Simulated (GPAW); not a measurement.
Runs of GPAW 26.7.0 on WC (Qusongite). Symmetry: P-6m2, No. 187, hexagonal system. Conventional cell: a = 2.907 Å, b = 2.907 Å, c = 2.837 Å, α = 90.00°, β = 90.00°, γ = 120.00°. Around W (site symmetry -6m2) lie 6 C at 2.20 Å. C (site symmetry -6m2) is surrounded by 6 W at 2.20 Å. 

```csv
task,level,potentials or basis,spin,cell,k mesh,cutoff (eV),maxiter,band path,band points,optimizer,fmax,gap on the mesh (eV),pressure (GPa),relaxed volume (Å³/atom)
band structure,LDA,"PAW data sets generated in the run's folder for this functional, pw",off,as given,7 × 7 × 7,800,150,"GMKGALHA,LM,KH",60,-,-,-,(b),-
single point,PBE,"GPAW PAW data sets (gpaw-data 1.2.1), pw",off,as given,8 × 8 × 8,650,120,-,-,-,-,none,(a),-
relaxation of cell and atoms,r2SCAN,"GPAW PAW data sets (gpaw-data 1.2.1), pw",off,relaxed,7 × 7 × 7,800,150,-,-,LBFGS,0.05 eV/Å,none,-0.1,10.42
single point,PBEsol,"PAW data sets generated in the run's folder for this functional, pw",off,"atoms moved at random, drawn with an rms of 0.05 Å",10 × 10 × 9,800,150,-,-,-,-,none,-3.3,-
single point,PBEsol,"PAW data sets generated in the run's folder for this functional, pw",off,as given,10 × 10 × 9,800,150,-,-,-,-,none,-4.0,-
relaxation of cell and atoms,WC,"PAW data sets generated in the run's folder for this functional, pw",off,relaxed,7 × 7 × 7,800,150,-,-,BFGS,0.05 eV/Å,none,0.0,10.32
```

Alike in all rows: smearing fermi-dirac 0.05 eV.

Fill in the values left out.

(a) 5.4; (b) -11.2.

Caveats: later steps reuse the first step's grids (some runs); spin-orbit coupling is left out, which moves the levels of the heavy elements (some runs); the cutoff is short for stress and forces, so pressures can be off by a GPa or more (some runs); the PAW data sets were made with another functional, which shifts forces and pressure a little (some runs).

A k mesh can miss the band edges, and the runs leave out spin-orbit coupling on W.

A gap of «none» marks a metal or a gap under the smearing width.
